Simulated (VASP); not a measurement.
# Se (Cmcm) in VASP: reference runs

Aim: a first look at Se with PBE, on the cell as given and on a disturbed one.

Program: VASP 6.6.1. These are calculated values, not measurements. Logs are shortened: lines on timing, memory, paths and dates and some standing lists are left out, and cuts for length are marked.

**1. The crystal as given**

The structure is orthorhombic, space group Cmcm (No. 63). The conventional cell has a = 2.789 Å, b = 8.078 Å, c = 4.613 Å, α = 90.00°, β = 90.00°, γ = 90.00°. Around Se (site symmetry m2m) lie 4 Se at 2.53 to 2.79 Å.

This isn't the form of Se at room conditions, which is trigonal, of chains.

**2. Single point, PBE**

Contents of INCAR:

```
SYSTEM = Se
  ALGO = Normal
  EDIFF = 1E-7
  ENCUT = 520
  GGA = PE
  ISIF = 2
  ISMEAR = -1
  LASPH = .True.
  LCHARG = .True.
  LELF = .True.
  LREAL = .False.
  LVHAR = .True.
  LWAVE = .False.
  NBANDS = 13
  NELM = 60
  PREC = Accurate
  SIGMA = 0.05
```

Contents of KPOINTS:

```
k-points
0
Gamma
  10 10 6
  0 0 0
```

Contents of POSCAR:

```
Se
1.0
    1.3942694300     -4.0390027650      0.0000000000
    1.3942694300      4.0390027650      0.0000000000
    0.0000000000      0.0000000000      4.6134314000
Se
2
Direct
    0.0643446800      0.9356553200      0.2500000000
    0.9356553200      0.0643446800      0.7500000000
```

Potentials or basis: VASP PAW PBE potentials, release 64 (Se).

Started as:

```sh
cat potpaw_PBE.64/Se/POTCAR > POTCAR
mpirun -np 1 vasp_std > vasp.out
```

OUTCAR:

```text
SYSTEM = Se
   EDIFF = 1E-7
   ENCUT = 520
   GGA = PE
   ISIF = 2
   ISMEAR = -1
   LASPH = .True.
   LREAL = .False.
   NELM = 60
   PREC = Accurate

 ion  position               nearest neighbor table
   1  0.064  0.936  0.250-   2 2.53   2 2.53
   2  0.936  0.064  0.750-   1 2.53   1 2.53

  LATTYP: Found a base centered orthorhombic cell.
 ALAT       =     2.7885388600
 B/A-ratio  =     2.8968595869
 C/A-ratio  =     1.6544260746

  Lattice vectors:

 A1 = (   1.3942694300,  -4.0390027650,   0.0000000000)
 A2 = (   1.3942694300,   4.0390027650,   0.0000000000)
 A3 = (   0.0000000000,   0.0000000000,   4.6134314000)

Analysis of symmetry for initial positions (statically):
=====================================================================
 Subroutine PRICEL returns:
 Original cell was already a primitive cell.

 Routine SETGRP: Setting up the symmetry group for a
 base centered orthorhombic supercell.

 Subroutine GETGRP returns: Found  8 space group operations
 (whereof  4 operations were pure point group operations)
 out of a pool of  8 trial point group operations.

The static configuration has the point symmetry C_2h.
 The point group associated with its full space group is D_2h.

Analysis of symmetry for dynamics (positions and initial velocities):
=====================================================================
 Subroutine PRICEL returns:
 Original cell was already a primitive cell.

 Routine SETGRP: Setting up the symmetry group for a
 base centered orthorhombic supercell.

 Subroutine GETGRP returns: Found  8 space group operations
 (whereof  4 operations were pure point group operations)
 out of a pool of  8 trial point group operations.

The dynamic configuration has the point symmetry C_2h.
 The point group associated with its full space group is D_2h.

 Subroutine INISYM returns: Found  8 space group operations
 (whereof  4 operations are pure point group operations),
 and found     1 'primitive' translations

----------------------------------------------------------------------------------------

                                     Primitive cell

  volume of cell :      51.9607

  direct lattice vectors                    reciprocal lattice vectors
     1.394269430 -4.039002765  0.000000000     0.358610746 -0.123792933  0.000000000
     1.394269430  4.039002765  0.000000000     0.358610746  0.123792933  0.000000000
     0.000000000  0.000000000  4.613431400     0.000000000  0.000000000  0.216758398

  length of vectors
     4.272883169  4.272883169  4.613431400     0.379376274  0.379376274  0.216758398

  position of ions in fractional coordinates (direct lattice)
     0.064344680  0.935655320  0.250000000
     0.935655320  0.064344680  0.750000000

  ion indices of the primitive-cell ions
   primitive index   ion index
                 1           1
                 2           2

----------------------------------------------------------------------------------------

 KPOINTS: k-points

Automatic generation of k-mesh.
 Grid dimensions read from file:
 generate k-points for:   10   10    6

 Generating k-lattice:

  Cartesian coordinates                     Fractional coordinates (reciprocal lattice)
     0.035861075 -0.012379293  0.000000000     0.100000000  0.000000000  0.000000000
     0.035861075  0.012379293  0.000000000     0.000000000  0.100000000  0.000000000
     0.000000000  0.000000000  0.036126400     0.000000000  0.000000000  0.166666667

  Length of vectors
     0.037937627  0.037937627  0.036126400

  Shift w.r.t. Gamma in fractional coordinates (k-lattice)
     0.000000000  0.000000000  0.000000000

 Subroutine IBZKPT returns following result:
 ===========================================

 Found    124 irreducible k-points:

 Following reciprocal coordinates:
            Coordinates               Weight
  0.000000  0.000000  0.000000      1.000000
  0.100000 -0.000000  0.000000      4.000000
  0.200000 -0.000000  0.000000      4.000000
  0.300000  0.000000  0.000000      4.000000
  0.400000  0.000000  0.000000      4.000000
  0.500000 -0.000000  0.000000      2.000000
[... 16 lines left out ...]
  0.300000  0.300000  0.000000      2.000000
  0.400000  0.300000  0.000000      4.000000
 [... further k-points ...]
   k-points           NKPTS =    124   k-points in BZ     NKDIM =    124   number of bands    NBANDS=     13
   number of dos      NEDOS =    301   number of ions     NIONS =      2
   total plane-waves  NPLWV =  36864
   dimension x,y,z NGX =    32 NGY =   32 NGZ =   36
   dimension x,y,z NGXF=    64 NGYF=   64 NGZF=   72
   ions per type =               2
   NGX,Y,Z   is equivalent  to a cutoff of  12.45, 12.45, 12.97 a.u.
   NGXF,Y,Z  is equivalent  to a cutoff of  24.90, 24.90, 25.95 a.u.
 SYSTEM =  Se
   PREC   = accura    normal or accurate (medium, high low for compatibility)
   ISTART =      0    job   : 0-new  1-cont  2-samecut
   ICHARG =      2    charge: 1-file 2-atom 10-const
   ISPIN  =      1    spin polarized calculation?
   LNONCOLLINEAR =      F non collinear calculations
   LSORBIT =      F    spin-orbit coupling
   LASPH  =      T    aspherical Exc in radial PAW
   ENCUT  =  520.0 eV  38.22 Ry    6.18 a.u.   7.94  7.94  8.58*2*pi/ulx,y,z
   NELM   =     60;   NELMIN=  2; NELMDL= -5     # of ELM steps
   EDIFF  = 0.1E-06   stopping-criterion for ELM
   LREAL  =      F    real-space projection
[... 7 lines left out ...]
   TEBEG  =    0.0;   TEEND  =   0.0 temperature during run
   PSTRESS=    0.0 pullay stress
   NELECT =      12.0000    total number of electrons
   NUPDOWN=      -1.0000    fix difference up-down
   EMIN   =  10.00;   EMAX   =-10.00  energy-range for DOS
   EFERMI =   0.00;   METHOD = LEGACY
   ISMEAR =    -1;   SIGMA  =   0.05  broadening in eV -4-tet -1-fermi 0-gaus
   EFERMI_NEDOS =   21; number of points for ismear=-14 and -15
   IALGO  =     38    algorithm
   IMIX   =      4    mixing-type and parameters
     AMIX     =   0.40;   BMIX     =  1.00
     AMIX_MAG =   1.60;   BMIX_MAG =  1.00
  volume/ion in A,a.u.               =      25.98       175.32
  Fermi-wavevector in a.u.,A,eV,Ry     =   1.004408  1.898056 13.726046  1.008836
  Thomas-Fermi vector in A             =   2.137022
   LORBIT       =      0    0 simple, 1 ext, 2 COOP (PROOUT), +10 PAW based schemes
   GGA     = PE    functional components
   LHFCALC =     F    Hartree Fock is set to
   AEXX    =    0.0000 exact exchange contribution
   IVDW    =     0    specifies the selected vdW correction
   LEPSILON=     F    determine dielectric tensor
   LRPA    =     F    only Hartree local field effects (RPA)
 non-spin polarized calculation
  energy-cutoff  :      520.00
  volume of cell :       51.96
 maximum number of plane-waves:      1424
   NGX = 15   NGY = 15   NGZ = 17

 number of electron      12.0000000 magnetization

 Free energy of the ion-electron system (eV)
  ---------------------------------------------------
  ext. energy  EPLUGINS =         0.00000000
  ---------------------------------------------------
  free energy    TOTEN  =        -6.70876938 eV

  energy without entropy =       -6.70259437  energy(sigma->0) =       -6.70568188

 E-fermi :   3.3808     XC(G=0):  -9.1008

 val. band max:        3.3684267495   @ k =   0.2000  -0.0000   0.3333
 cond. band min:       3.3843836128   @ k =   0.1000   0.1000   0.3333
 fundamental gap:      0.0159568634
 Fermi energy:         3.3807702584

 k-point     1 :       0.0000    0.0000    0.0000
  band No.  band energies     occupation
      1     -12.7003      2.00000
      2      -8.7265      2.00000
      3      -3.3169      2.00000
      4       0.8941      2.00000
      5       1.0698      2.00000
      6       5.2699      0.00000
      7       5.6255      0.00000
      8       7.6456      0.00000
      9       8.7230      0.00000
     10      10.1124      0.00000
     11      12.1575      0.00000
     12      12.2239      0.00000
     13      16.0873      0.00000

 k-point     2 :       0.1000   -0.0000    0.0000
  band No.  band energies     occupation
      1     -12.5458      2.00000
      2      -8.5808      2.00000
      3      -3.1779      2.00000
      4       0.7963      2.00000
      5       1.3764      2.00000
      6       3.9014      0.00006
      7       5.6909      0.00000
      8       6.4868      0.00000
      9       8.8962      0.00000
     10      10.4237      0.00000
     11      12.3249      0.00000
     12      13.8763      0.00000
     13      15.8572      0.00000

 k-point     3 :       0.2000   -0.0000    0.0000
  band No.  band energies     occupation
      1     -12.1004      2.00000
      2      -8.1589      2.00000
      3      -2.7848      2.00000
      4       0.7789      2.00000
      5       1.4881      2.00000
      6       1.9531      2.00000
      7       4.2503      0.00000
      8       5.8821      0.00000
      9       9.4670      0.00000
     10      11.1251      0.00000
     11      12.1110      0.00000
     12      13.8934      0.00000
     13      13.9090      0.00000
[... 305 lines left out ...]
 k-point    23 :       0.3000    0.3000    0.0000
  band No.  band energies     occupation
      1     -10.6462      2.00000
      2      -6.9261      2.00000
      3      -2.7742      2.00000
      4      -1.5844      2.00000
      5       0.3379      2.00000
      6       1.2775      2.00000
      7       2.7269      2.00000
      8       5.9660      0.00000
      9       8.5539      0.00000
     10      10.4488      0.00000
     11      11.4855      0.00000
     12      14.8784      0.00000
     13      15.5145      0.00000

 k-point    24 :       0.4000    0.3000    0.0000
  band No.  band energies     occupation
      1     -11.2683      2.00000
      2      -7.6617      2.00000
      3      -2.0434      2.00000
      4      -1.1006      2.00000
      5       0.3469      2.00000
      6       2.1395      2.00000
      7       2.2097      2.00000
      8       5.2255      0.00000
      9      10.1161      0.00000
     10      11.8290      0.00000
     11      12.9528      0.00000
     12      15.1880      0.00000
     13      15.8873      0.00000

 [... further k-points ...]
[... 5 lines left out ...]
  --------------------------------------------------------------------------------------
  -------------------------------------------------------------------------------------
  Total        0.1467842      0.3079409      1.0647404      0.0000000      0.0000000      0.0000000
  in kB        4.5260052      9.4951750     32.8306422      0.0000000      0.0000000      0.0000000
  external PRESSURE =      15.6172741 kB  Pullay stress =       0.0000000 kB

 VOLUME and BASIS-vectors are now :
 -----------------------------------------------------------------------------
  energy-cutoff  :      520.00
  volume of cell :       51.96
      direct lattice vectors                 reciprocal lattice vectors
     1.394269430 -4.039002765  0.000000000     0.358610746 -0.123792933  0.000000000
     1.394269430  4.039002765  0.000000000     0.358610746  0.123792933  0.000000000
     0.000000000  0.000000000  4.613431400     0.000000000  0.000000000  0.216758398

 POSITION                                       TOTAL-FORCE (eV/Angst)
 -----------------------------------------------------------------------------------
      1.39427      3.51923      1.15336         0.000000      0.031190      0.000000
      1.39427     -3.51923      3.46007         0.000000     -0.031190     -0.000000
 -----------------------------------------------------------------------------------
    total drift:                               -0.000000     -0.000000      0.000000

  FREE ENERGIE OF THE ION-ELECTRON SYSTEM (eV)
  ---------------------------------------------------
  free  energy   TOTEN  =        -6.7087693827 eV

  energy  without entropy=       -6.7025943688  energy(sigma->0) =       -6.70568188
```

Wall time 31 s (1 thread of Intel Xeon Platinum 8559C (Emerald Rapids), shared host); peak memory 0.22 GiB.

Results:

| Property | Result |
| --- | --- |
| Free energy | -6.7088 eV |
| Pressure | 1.6 GPa |
| Largest force | 0.031 eV/Å |
| Band gap on the k mesh | none (metal or under the smearing width) |

Forces in eV/Å, atoms in the order of the input:
```
Se   0.000  0.031  0.000
Se   0.000 -0.031  0.000
```

**3. Single point, PBE (atoms moved at random, drawn with an rms of 0.05 Å)**

Contents of INCAR:

```
SYSTEM = Se
PREC = Accurate ; ENCUT = 520
EDIFF = 1E-7 ; ISMEAR = -1
SIGMA = 0.05 ; LREAL = .False.
LASPH = .True. ; NELM = 60
ALGO = Normal ; ISIF = 2
LWAVE = .False. ; LCHARG = .False.
GGA = PE ; NBANDS = 13
```

Contents of KPOINTS:

```
Automatic mesh
0
Gamma
  10 10 6
  0 0 0
```

Contents of POSCAR:

```
Se
1.0
    1.3942694300     -4.0390027650      0.0000000000
    1.3942694300      4.0390027650      0.0000000000
    0.0000000000      0.0000000000      4.6134314000
Se
2
Direct
    0.0583560000      0.9301450000      0.2497010000
    0.9236770000      0.0581020000      0.7317360000
```

Potentials or basis: VASP PAW PBE potentials, release 64 (Se).

Started as:

```sh
cat potpaw_PBE.64/Se/POTCAR > POTCAR
mpirun -np 1 vasp_std > vasp.out
```

It took 69 s on 1 thread of Intel Xeon Platinum 8559C (Emerald Rapids), shared host; peak memory 0.3 GiB.

Results (log left out):

- Free energy: -6.7003 eV
- Pressure: 1.5 GPa
- Largest force: 0.184 eV/Å
- Band gap on the k mesh: none (metal or under the smearing width)

Forces in eV/Å, atoms in the order of the input:
```
Se  -0.014  0.080 -0.165
Se   0.014 -0.080  0.165
```

Stress tensor (GPa, compression positive):
```
0.22 0.04 0.02
0.04 0.79 0.42
0.02 0.42 3.62
```

Levels at points of the mesh, in eV from the Fermi level:
```
           k point  band 2  band 3  band 4  band 5  band 6  band 7  band 8  band 9  band 10  band 11
(0.00, 0.00, 0.00)  -12.13   -6.65   -2.56   -2.29    1.88    2.19    4.23    5.36     6.63     8.68
(0.50, 0.00, 0.00)   -9.94   -6.76   -4.75   -3.76   -1.33   -0.55    3.03    4.87     5.66     8.06
(0.00, 0.50, 0.00)   -9.94   -6.77   -4.76   -3.76   -1.32   -0.57    3.07    4.82     5.69     8.02
(0.50, 0.50, 0.00)  -12.36   -6.33   -4.40   -2.30    0.49    1.69    4.34    8.29    10.60    10.74
(0.00, 0.00, 0.50)  -14.34   -4.00   -3.84   -0.12    0.24    2.72    3.12    4.75     4.88    10.18
(0.50, 0.00, 0.50)  -12.03   -5.74   -5.34   -2.78   -2.69    2.01    2.45    5.08     5.21     8.96
(0.00, 0.50, 0.50)  -12.03   -5.73   -5.33   -2.78   -2.69    1.98    2.42    5.11     5.25     8.96
(0.50, 0.50, 0.50)  -14.16   -5.48   -5.44    0.62    1.06    2.60    3.03    7.61     8.05     9.82
```
